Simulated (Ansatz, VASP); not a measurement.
# HfO2: VASP beside Ansatz

The input INCAR:

```
SYSTEM = HfO2
PREC = Accurate
ENCUT = 480
EDIFF = 1E-7
ISMEAR = -1
SIGMA = 0.05
LREAL = .FALSE.
LASPH = .TRUE.
NELM = 60
ALGO = Fast
ISIF = 3
LWAVE = .FALSE.
LCHARG = .FALSE.
GGA = PE
IBRION = 2
NSW = 40
EDIFFG = -0.01
```

File KPOINTS:

```
regular mesh
0
G
  6 6 8
  0 0 0
```

File POSCAR:

```
HfO2
1.0
    4.8135329900      0.0000000000      0.0000000000
    0.0000000000      4.8135329900      0.0000000000
    0.0000000000      0.0000000000      3.2054154100
Hf O
2 4
Direct
    0.5000000000      0.5000000000      0.5000000000
    0.0000000000      0.0000000000      0.0000000000
    0.8050448800      0.1949551200      0.5000000000
    0.6949551200      0.6949551200      0.0000000000
    0.3050448800      0.3050448800      0.0000000000
    0.1949551200      0.8050448800      0.5000000000
```

File input.yaml:

```yaml
crystal:
  lattice:
    - [4.81353299, 0.0, 0.0]
    - [0.0, 4.81353299, 0.0]
    - [0.0, 0.0, 3.20541541]
  atoms:
    - { symbol: Hf, position: [0.5, 0.5, 0.5] }
    - { symbol: Hf, position: [0.0, 0.0, 0.0] }
    - { symbol: O, position: [0.80504488, 0.19495512, 0.5] }
    - { symbol: O, position: [0.69495512, 0.69495512, 0.0] }
    - { symbol: O, position: [0.30504488, 0.30504488, 0.0] }
    - { symbol: O, position: [0.19495512, 0.80504488, 0.5] }
hamiltonian:
  xc: pbe
  pseudopotentials: { kind: paw }
kpoints:
  mp_grid: { grid: [6, 6, 8] }
scf:
  occupations: { method: fermi_dirac, width: 0.05 }
output:
  forces: true
  stress: true
  eigenvalues: true
relax:
  f_tol: 0.01
  max_steps: 40
  cell: { stress_tol: 0.05 }
```

Measurements of this composition are mostly on another form, of space group No. 14.

Alike in both runs: task relaxation of cell and atoms; functional PBE; k mesh 6 × 6 × 8; occupations fermi-dirac, width 0.05 eV; no spin polarisation.

|  | VASP | Ansatz |
| --- | --- | --- |
| version | VASP 6.6.1 | Ansatz 0.2.0 |
| potentials or method | VASP PAW PBE potentials, release 64 (Hf_pv, O_s) | Ansatz PAW |
| plane-wave cutoff (eV) | 480 | 420 |
| valence electrons in the cell | 44 | 76 |

|  | VASP | Ansatz | Ansatz less VASP |
| --- | --- | --- | --- |
| gap on the k mesh at the Fermi level, each at its own relaxed structure (eV) | 3.90 | 3.90 | +0.004 |
| relaxed volume (Å³/atom) | 12.68 | 12.85 | +0.176 |
| relaxed cell length with the largest relative difference (Å) | 4.856 | 4.880 | +0.0247 |
| energy change over the relaxation (meV/atom) | -5 | -12 | -7.2 |

The two sets of potentials don't hold the same shells in valence.

Caveats: spin-orbit coupling is left out, which moves the levels of the heavy elements; the plane-wave basis is chosen anew once the cell has moved, so the energies of steps on either side of that aren't comparable (Ansatz); the pressure holds a Pulay correction of +0.7 GPa for the finite cutoff (Ansatz). As with any semilocal functional, this PBE gap is likely too small. A k mesh can miss the band edges.
